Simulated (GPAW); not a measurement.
A run of GPAW 26.7.0:

Contents of run.py:

```python
from ase.dft.bandgap import bandgap
from ase.io import read, write
from ase.units import GPa
from gpaw import GPAW, PW, setup_paths

setup_paths.insert(0, '.')

atoms = read('MgB2.cif')

calc = GPAW(mode=PW(650),
            xc='PBE',
            kpts={'size': (8, 8, 6), 'gamma': True},
            occupations={'name': 'fermi-dirac', 'width': 0.05},
            setups={'B': 'jth', 'Mg': 'jth'},
            nbands=-9,
            convergence={'density': 1e-05, 'energy': 1e-05},
            maxiter=80,
            txt='gpaw.txt')
atoms.calc = calc
energy = atoms.get_potential_energy()
forces = atoms.get_forces()
stress = atoms.get_stress()
calc.write('gs.gpw')
write('result.traj', atoms)
print(f'Energy: {energy:.6f} eV')
print('Forces (eV/A):')
print(forces.round(4))
print('Stress (GPa):', (stress / GPa).round(3))
print('Fermi level:', round(calc.get_fermi_level(), 4), 'eV')
print(f'Gap: {bandgap(calc)[0]:.4f} eV, direct: {bandgap(calc, direct=True)[0]:.4f} eV')
```

MgB2.cif

```cif
data_MgB2
_cell_length_a 3.08500000
_cell_length_b 3.08500000
_cell_length_c 3.52300000
_cell_angle_alpha 90.00000000
_cell_angle_beta 90.00000000
_cell_angle_gamma 120.00000000
_space_group_name_H-M_alt 'P1'
_space_group_name_Hall 'P 1'
_space_group_IT_number 1
loop_
_space_group_symop_operation_xyz
'x,y,z'
loop_
_atom_site_label
_atom_site_type_symbol
_atom_site_symmetry_multiplicity
_atom_site_Wyckoff_symbol
_atom_site_fract_x
_atom_site_fract_y
_atom_site_fract_z
_atom_site_occupancy
Mg1 Mg 1 a 0.0000000000 0.0000000000 0.0000000000 1
B1 B 1 a 0.6666666667 0.3333333333 0.5000000000 1
B2 B 1 a 0.3333333333 0.6666666667 0.5000000000 1
```

Potentials or basis: JTH PAW 2.0, PBE, pw.

The run is started by

```bash
$ OMP_NUM_THREADS=1 python run.py
```

Hardware: 1 thread of Arm Neoverse V1, with other jobs on the host.

Estimate the wall time of this run.

Wall time 15 s on 1 thread of Arm Neoverse V1 (shared host), peak memory 0.15 GiB. Counts: scf iterations 10, plane waves 1107, bands 17, k points 40.
